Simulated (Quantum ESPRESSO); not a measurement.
The system is Pb.

```
Pb
1.0
     0.00000    2.47502    2.47502
     2.47502    0.00000    2.47502
     2.47502    2.47502    0.00000
Pb
1
Direct
  0.00000 0.00000 0.00000
```

Program: Quantum ESPRESSO 7.5. Alike in all runs: task band structure; potentials or basis PseudoDojo 0.4.1 SR PBE standard; no spin polarisation; cell as given; k mesh 9 × 9 × 9; cutoff (eV) 762; smearing fermi-dirac 0.05 eV.

Question: Order these runs on this cell by their pressure, lowest first.
A. level OLYP
B. level EV93
C. level PW86PBE
D. level PBEint
E. level Q2D

Answer: E (-2.2 GPa), D (0.1 GPa), A (2.9 GPa), C (5.0 GPa), B (15.8 GPa).

Caveats: the potentials were made for another functional, which shifts forces and pressure; the potentials were made for a functional far from this one (some runs); so large a pressure means that the cell lies far from this level's equilibrium, or that cutoff or potentials fall short (some runs).
